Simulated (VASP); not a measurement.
# VASP inputs for BeTe (strained zincblende)

INCAR

```
NELM = 120
ISMEAR = -1
LWAVE = .FALSE.
EDIFF = 1E-7
NSW = 0
NBANDS = 11
LCHARG = .FALSE.
LASPH = .TRUE.
GGA = PE
SIGMA = 0.02
ENCUT = 520
ISIF = 2
PREC = Accurate
IBRION = -1
LREAL = .FALSE.
```

KPOINTS

```
KPOINTS created by Atomic Simulation Environment
0
Gamma
8 8 8
0 0 0
```

KPOINTS_OPT

```
special points
7
Reciprocal
0.0000000000 0.0000000000 0.0000000000 1
-0.5000000000 -0.5000000000 0.0000000000 1
-0.3750000000 -0.3750000000 0.2500000000 1
-0.3750000000 0.0000000000 0.3750000000 1
0.0000000000 0.0000000000 0.5000000000 1
-0.5000000000 -0.2500000000 0.2500000000 1
0.0000000000 0.5000000000 0.5000000000 1
```

POSCAR

```
Be Te
 1.0000000000000000
     0.0000000000000000    2.8851960980000002    2.8851960980000002
     2.8851960980000002    0.0000000000000000    2.8851960980000002
     2.8851960980000002    2.8851960980000002    0.0000000000000000
 Be  Te
   1   1
Cartesian
  0.0000000000000000  0.0000000000000000  0.0000000000000000
  1.4425980489999999  1.4425980489999999  1.4425980489999999
```

VASP ran with the recommended PBE PAW datasets (8 valence electrons in the cell).

Problem. Estimate the main results of this run.

Solution. gap between bands v and c 2.14 eV; least direct gap 3.31 eV; pressure -2.7 GPa.

Band v is the last that the valence electrons fill when counted band by band, and c is the next. Levels in eV from the top of v:

| point | v−1 | v | c | c+1 |
| --- | --- | --- | --- | --- |
| Γ | 0.00 | 0.00 | 3.31 | 3.66 |
| X | -2.38 | -2.38 | 2.14 | 2.75 |
| K | -3.49 | -2.01 | 2.80 | 5.19 |
| L | -1.02 | -1.02 | 2.88 | 4.61 |
| W | -3.32 | -2.87 | 5.25 | 5.40 |
